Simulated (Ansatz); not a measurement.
# TiAl in Ansatz: the effect of target pressure

Crystal: TiAl.

```
Ti Al
1.0
     3.17906    0.00000    0.00000
     0.00000    3.17906    0.00000
     0.00000    0.00000    3.17906
Ti Al
1 1
Direct
  0.00000 0.00000 0.00000
  0.50000 0.50000 0.50000
```

The cell comes from a database or a generator and needn't be the stable form of this composition.

Alike in all runs:

```yaml
Program: Ansatz 0.2.0
Task: relaxation of cell and atoms
Functional: r2SCAN
Potentials_or_basis: Ansatz PAW
Cutoff: "500 eV (not typed: the program's choice for these potentials)"
k_mesh: 8 × 8 × 8
Occupations: fermi-dirac, width 0.05 eV
Spin: no spin polarisation
```

Each run relaxes the cell or the atoms first.

Question: One run gave: relaxed volume 15.97 Å³/atom. Which target pressure did it use?
A. 30 GPa
B. 5 GPa
C. 0 GPa
D. 2 GPa
E. 20 GPa

Answer: C.

| target pressure | relaxed volume (Å³/atom) |
| --- | --- |
| 0 GPa | 15.97 |
| 2 GPa | 15.72 |
| 5 GPa | 15.37 |
| 10 GPa | 14.86 |
| 20 GPa | 14.03 |
| 30 GPa | 13.37 |

Caveats: the plane-wave basis is chosen anew once the cell has moved, so the energies of steps on either side of that aren't comparable; the PAW data sets come from PBE, with cores solved anew for the run's functional, which leaves a small shift of forces and pressure; the volume moved by over 15 % at a fixed basis, so the end points are rough (some runs).
